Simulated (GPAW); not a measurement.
## HfN: changing the functional

```
CELL_PARAMETERS angstrom
3.43321 0.00000 0.00000
-1.71660 2.97324 0.00000
0.00000 0.00000 3.96982
ATOMIC_POSITIONS crystal
Hf 0.00000 0.00000 0.50000
N 0.00000 0.00000 0.00000
```

The cell comes from a database or a generator and needn't be the stable form of this composition.

Kept alike: task band structure; k mesh 9 × 9 × 7; occupations fermi-dirac, width 0.05 eV; no spin polarisation. Program: GPAW, potentials by row: PAW data sets generated for this functional (BLYP, PBEsol); the program's PAW data sets (release 1.2.1) made for this functional (LDA, RPBE, revPBE); GPAW PAW data sets (gpaw-data 1.2.1) (PBE), cutoff 800 eV. The mesh is that of the run's cell of 2 atoms. No spin-orbit coupling.

```csv
functional,pressure (GPa)
BLYP,3.85
LDA,-5.05
PBE,1.82
PBEsol,-1.65
RPBE,4.48
revPBE,3.77
```

Pressure is positive in compression; the values hold the error of the finite cutoff, so their zero can differ a little from the energy's minimum. For a metal such a mesh leaves the last digits unconverged.

What does the functional change here?

The pressure runs from -5.05 (LDA) to 4.48 GPa (RPBE). From PBE: BLYP +2.03; LDA -6.87; PBEsol -3.47; RPBE +2.66; revPBE +1.95. A positive pressure means that the functional's own cell is larger than the one given, a negative one that it is smaller.
